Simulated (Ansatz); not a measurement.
NaI:

```xyz
2
Lattice="0.0000 3.2364 3.2364 3.2364 0.0000 3.2364 3.2364 3.2364 0.0000" Properties=species:S:1:pos:R:3 pbc="T T T"
I     3.2364    3.2364    3.2364
Na    0.0000    0.0000    0.0000
```

* Program: Ansatz 0.2.0
* Task: single point
* Functional: PBE
* Potentials or basis: Ansatz PAW
* Cutoff: 420 eV (not typed: the program's choice for these potentials)
* k mesh: 7 × 7 × 7
* Occupations: fermi-dirac, width 0.05 eV
* Spin: no spin polarisation

On this cell: pressure 0.4 GPa; largest force zero by symmetry; band gap on the k mesh 3.64 eV, direct.

The same run follows on a disturbed copy (atoms moved at random, drawn with an rms of 0.05 Å):

```
I Na
1.0
     0.00000    3.23640    3.23640
     3.23640    0.00000    3.23640
     3.23640    3.23640    0.00000
I Na
1 1
Direct
  0.50023 0.50018 0.49698
  0.01179 0.00480 0.99300
```

Task: What does the disturbed cell give?

Result: The energy moves by +0.7 meV/atom; pressure 0.4 GPa; largest force 0.052 eV/Å; band gap on the k mesh 3.64 eV, direct.

Forces on the atoms (eV/Å):
```
I    0.002  0.022  0.047
Na  -0.002 -0.022 -0.047
```

Caveats: odd divisions of the mesh miss points on the zone boundary, where band edges often lie, so the gap on the mesh can be too wide; spin-orbit coupling is left out, which moves the levels of the heavy elements.

